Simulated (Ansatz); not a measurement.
**Band transport in ZnSe**

Theory: DFT PBEsol, scalar-relativistic, plane waves, PAW in Ansatz. Plane waves to 420 eV; Γ-centred k mesh 8×8×8; Gaussian smearing of 0.02 eV. No spin polarisation.

The cell, relaxed at this level:
```
Zn Se
1.0
     0.00000    2.81660    2.81660
     2.81660    0.00000    2.81660
     2.81660    2.81660    0.00000
Zn Se
1 1
Direct
  0.00000 0.00000 0.00000
  0.75000 0.75000 0.75000
```

Constant relaxation time and rigid bands. The levels are interpolated over the whole zone and filled by a Fermi function at the stated temperature, with the chemical potential set by the electron count. The Kohn–Sham gap on the mesh is 1.24 eV and isn't corrected.

(1) Give the Seebeck coefficient (μV/K; xx, yy, zz) and the conductivity masses (m_e; principal values, sorted) at 600 K against doping (cm⁻³).

(2) At 10¹⁸ cm⁻³, which carrier is lighter?

## Answers

(1)
```
doping S              m*
n 1e18  -289 -289 -289  0.11 0.11 0.11
n 1e19  -122 -122 -122  0.13 0.13 0.13
n 1e20     -39 -39 -39  0.20 0.20 0.20
n 1e21     -58 -58 -58  0.39 0.39 0.39
p 1e18     664 664 664  0.65 0.65 0.65
p 1e19     466 466 466  0.66 0.66 0.66
p 1e20     272 272 272  0.66 0.66 0.66
p 1e21     105 105 105  0.69 0.69 0.69
```

(2) Electrons, 0.11 against 0.65 m_e (harmonic means of the principal values).

Cost: 1 run of about 4 core-minutes, on Intel Xeon Platinum 8488C (Sapphire Rapids) (shared hosts).